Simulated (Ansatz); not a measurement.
A crystal relaxed with r2SCAN in the plane-wave code Ansatz has space group P-3m1 (No. 164) and a = 3.420 Å, c = 6.096 Å.

| atom | site | x | y | z |
| --- | --- | --- | --- | --- |
| In | 2d | 0.3333 | 0.6667 | 0.2371 |
| Xx | 1a | 0.0000 | 0.0000 | 0.0000 |
| Xx | 2d | 0.3333 | 0.6667 | 0.6542 |

The r2SCAN gap is indirect, 1.30 eV (k = (0, 0.245, -0.208) to Γ), below the direct gap of 1.32 eV at Γ. Least and direct gap differ so little that the kind isn't settled. LDA gives an indirect gap of 0.68 eV, from k = (0, 0.245, -0.208) to Γ; the least direct gap is 0.70 eV at Γ. Meshes: r2SCAN 12×12×4, LDA 12×12×4. r2SCAN's ε∞ is 5.0 along x and y, 4.9 along z.

**Question.** Which element is Xx?
A. S
B. Te
C. Se
D. O

**Answer.** D. Xx is O: In2O3 (A-La2O3 type). In has 7 O at 2.08–2.54 Å; O has 6 In at 2.45 Å; O has 4 In at 2.08–2.54 Å.

No spin polarisation and no zero-point or thermal motion; the cell was built from a prototype and may be hypothetical.

Spin-orbit coupling is left out, which matters wherever the heavy atoms make up the band edges.

Where an edge lies off the special points, it is a point of the mesh or the k point where a search put PBE's edge or least direct gap, reused for the other functionals, whose own edges may lie a little apart.

Coordinates of k points refer to the reciprocal vectors of the primitive cell of the runs.

For a response run the program warns that the ground state's bands aren't all converged, so ε∞ carries an extra error.
